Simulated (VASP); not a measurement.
Write the native input for VASP 6.6.1 that does the following.

```yaml
Task: single point
Functional: PBEsol
Potentials_or_basis: VASP PAW PBE potentials, release 64 (Al, N)
Cutoff: 520 eV
k_mesh: 10 × 10 × 6
Occupations: gaussian, width 0.1 eV
Spin: no spin polarisation
Further_INCAR_settings: ALGO = Fast; EDIFF = 1e-06; NBANDS = 16
```

The structure of AlN lies in POSCAR:

```
AlN
3.113
    1.000000000000      0.000000000000      0.000000000000
   -0.500000000000      0.866025403791      0.000000000000
    0.000000000000      0.000000000000      1.600064246707
Al N
2 2
Direct
    0.6666666667      0.3333333333      0.5000000000
    0.3333333333      0.6666666667      0.0000000000
    0.6666666667      0.3333333333      0.8800000000
    0.3333333333      0.6666666667      0.3800000000
```

These files were run (other wordings do the same):

INCAR

```
PREC     = Accurate       # precision mode
ENCUT    = 520            # plane-wave cutoff, eV
EDIFF    = 1E-6           # SCF threshold, eV
ISMEAR   = 0              # smearing method
SIGMA    = 0.1            # smearing width, eV
LREAL    = F              # projectors in reciprocal space
LASPH    = T              # aspherical terms in the spheres
NELM     = 80             # most SCF steps
ALGO     = Fast           # electronic algorithm
ISIF     = 2              # what is computed and relaxed
LWAVE    = F              # write WAVECAR
LCHARG   = F              # write CHGCAR
GGA      = PS             # functional
NBANDS   = 16             # bands
```

KPOINTS

```
Automatic mesh
0
Gamma
  10 10 6
```

Potentials or basis: VASP PAW PBE potentials, release 64 (Al, N).

Command:

```bash
$ cat potpaw_PBE.64/Al/POTCAR potpaw_PBE.64/N/POTCAR > POTCAR
$ mpirun -np 1 vasp_std > vasp.out
```

It gave:

```yaml
Pressure: 0.2 GPa
Largest_force: 0.132 eV/Å
Band_gap_on_the_k_mesh: 4.15 eV, direct
```

Caveat: the PAW data sets were made with another functional, which shifts forces and pressure a little.

Run time: 25 s on 1 thread of AMD EPYC 7R13 Processor (Zen 3), with other jobs on the host, peak memory 0.13 GiB.
